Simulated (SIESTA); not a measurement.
Crystal: TiO2 (Anatase).

```
Ti O
1.0
    -1.89210    1.89210    4.75730
     1.89210   -1.89210    4.75730
     1.89210    1.89210   -4.75730
Ti O
2 4
Direct
  0.75000 0.25000 0.50000
  0.00000 0.00000 0.00000
  0.79190 0.79190 0.00000
  0.54190 0.04190 0.50000
  0.95810 0.45810 0.50000
  0.20810 0.20810 0.00000
```

Base run:

| Item | Value |
| --- | --- |
| Program | SIESTA 5.4.2 |
| Functional | BLYP |
| Potentials or basis | PseudoDojo 0.4 standard (PBE files) |
| Basis | DZP (energy shift 0.003 Ry; two zetas on semicore shells) |
| Grid cutoff | 800 Ry |
| Energy shift | 0.003 Ry |
| k mesh | 6 × 6 × 6 |
| Occupations | fermi-dirac, width 0.05 eV |
| Spin | no spin polarisation |

Its results: band gap on the k mesh 2.06 eV, indirect (least direct gap 2.35 eV); pressure 14.9 GPa; largest force 0.310 eV/Å.

Question: After a change of settings the same cell gave: band gap on the k mesh 2.01 eV, indirect (least direct gap 2.30 eV); pressure 2.9 GPa; largest force 0.081 eV/Å. Which change was it?
A. functional from BLYP to RPBE; k mesh from 6 × 6 × 6 to 7 × 7 × 7
B. functional from BLYP to revPBE
C. functional from BLYP to LDA; potentials or basis from PseudoDojo 0.4 standard (PBE files) to PseudoDojo 0.4 standard (LDA files)
D. functional from BLYP to PBEsol; potentials or basis from PseudoDojo 0.4 standard (PBE files) to PseudoDojo 0.4 standard (PBEsol files)

Answer: D.

Caveats: the basis of atomic orbitals isn't converged, which shifts pressures, moduli and gaps; the potentials were made for another functional, which shifts forces and pressure (some runs).

Runs at the PBE level aren't shown here.
